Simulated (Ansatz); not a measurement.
A crystal in the fcc structure was computed with PBE in Ansatz (plane waves, PAW datasets (generated hard set); cutoff 700 eV), no spin polarisation, no spin–orbit coupling, Fermi–Dirac smearing of 0.061 eV, k-spacing 0.11 to 0.12 Å⁻¹. It has a₀ = 4.148 Å and B₀ = 90 GPa.

Q: Which is it?
A. Br
B. Ti
C. Ag
D. Fe
E. Eu

A: C. The five: Ag 4.148 Å, 90 GPa; Eu 4.643 Å, 17.3 GPa; Ti 4.113 Å, 108 GPa; Fe 3.449 Å, 285 GPa; Br 4.727 Å, 28 GPa.

Model structures, not the usual forms at ambient conditions (metastable or hypothetical): Eu, Ti, Fe, Br. The real material (Fe) is magnetic: without spin this is a model state, and volume, stiffness and gap can lie far from those of the magnetic ground state. The open f shell of Eu is treated without spin here, so this is a model state and not the ground state.
